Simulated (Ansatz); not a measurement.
**SnO: energy along a strain**

SnO, P4/nmm, a = 3.770 Å, c = 4.563 Å. Ansatz: PBEsol+D3(BJ), PAW, 420 eV, Γ-centred 12×12×10 mesh on 4 atoms, Gaussian smearing 0.15 eV; no spin polarisation. Cell vectors (Å): 3.770 0.000 0.000; 0.000 3.770 0.000; 0.000 0.000 4.563. The cell is strained by x per cent times the pattern (0 0 0 0 0 1) in the order xx yy zz yz xz xy (engineering shears), with fractional coordinates held. y is the free energy over the start, V0 = 16.218 Å³/atom. Symmetry makes y even in x.

| x (%) | y (meV/atom) |
| --- | --- |
| -6.00 | ? |
| -3.00 | 4.25 |
| 0.00 | 0.00 |
| 0.75 | 0.27 |
| 1.50 | 1.06 |
| 2.25 | 2.39 |
| 3.75 | 6.64 |
| 4.50 | 9.56 |
| 5.25 | 13.02 |

Problem. Fit y = c2 x² + c4 x⁴ to the other rows, get the stiffness along the pattern, and predict the missing energy.

Solution. Least squares on the rows shown. y = 0.47192 x² + 1.5394×10⁻⁵ x⁴. The clamped-ion stiffness p·C·p = 2 × 4.719 eV × 160.2 / 16.218 Å³ = 93 GPa, which is C66 in these axes. At x = -6.00 the fit asked for gives 17.01 meV/atom. The run gave 17.02 meV/atom, so the fit is 0.01 meV/atom too low, a small miss on the scale of the series.

Cost: 9 runs of about 1.5 core-minutes in all, on Intel Xeon 6975P-C (Granite Rapids) (shared hosts).

The energy follows an almost purely quadratic curve out to the largest shear, and the quartic term is so small that little should be read into its value. The Sn–O bonds project onto the tetragonal a axes, so an xy shear leaves their lengths unchanged to first order. The 93 GPa therefore probably reflects mainly O–Sn–O angle bending and the rectangular distortion of the oxygen square net, rather than direct bond stretching. The shear also carries successive layers along together without sliding them, so this constant says little about the weak contacts across the lone-pair gap.

Although the ions were clamped, C66 should equal its relaxed-ion value at this cell: the litharge structure has no zone-centre optical mode of the symmetry of this shear, so internal displacements cannot couple to it linearly. Relaxation can enter at second order, through the Sn height, and would then soften the quartic term. The close prediction at -6.00 supports smooth elastic behaviour along this path, but not mechanical stability against other strains.
